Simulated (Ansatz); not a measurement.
# Mn₂As (P4/nmm)

The calculation used DFT PBEsol, scalar-relativistic, plane waves, PAW (Ansatz).

Plane waves to 420 eV, a k mesh through Γ of 10×10×6 on the computed 6-atom cell and Gaussian smearing (0.10 eV); collinear spin from starting moments 2.16 2.16 3.06 3.06 0 0 μB.

The structure is relaxed at this level of theory with its symmetry kept. Whether it is the stable form of this composition wasn't checked.

The structure is tetragonal, space group P4/nmm (No. 129). Conventional cell: a = 3.542 Å, b = 3.542 Å, c = 6.240 Å, α = 90.00°, β = 90.00°, γ = 90.00°. Mn (site symmetry -4m2) has 4 As at 2.41 Å and 4 Mn at 2.50 Å as nearest neighbours. Mn (site symmetry 4mm) is surrounded by 5 As at 2.40 to 2.57 Å. As (site symmetry 4mm) is surrounded by 9 Mn at 2.40 to 2.57 Å.

| Property | Result |
| --- | --- |
| Volume per atom | 88.1 bohr³ |
| Formation energy from the elements' standard states (uncorrected) | -0.101 eV/atom |
| Kohn–Sham band gap | none (metal) |
| Density of states at the Fermi level | 2.06 states/eV per cell |
| Löwdin character within 0.5 eV of the Fermi level | Mn 3d 88 % |
| Bulk modulus | 152 GPa |
| Its pressure derivative | 2.0 |
| Bader charges (e) | Mn (2 in the cell) 0.28, Mn (2 in the cell) 0.57, As (2 in the cell) -0.85 |
| Total moment | 9.73 μB per cell |
| Site moments (μB; atoms counted from 1 over the whole cell) | Mn (atom 1) 1.96, Mn (atom 2) 1.96, Mn (atom 3) 2.79, Mn (atom 4) 2.79, As (atom 5) -0.08, As (atom 6) -0.08 |

Only this magnetic start was tried.

Cost: 6 runs of about 30 core-minutes in all, on Arm Neoverse V1 (shared hosts).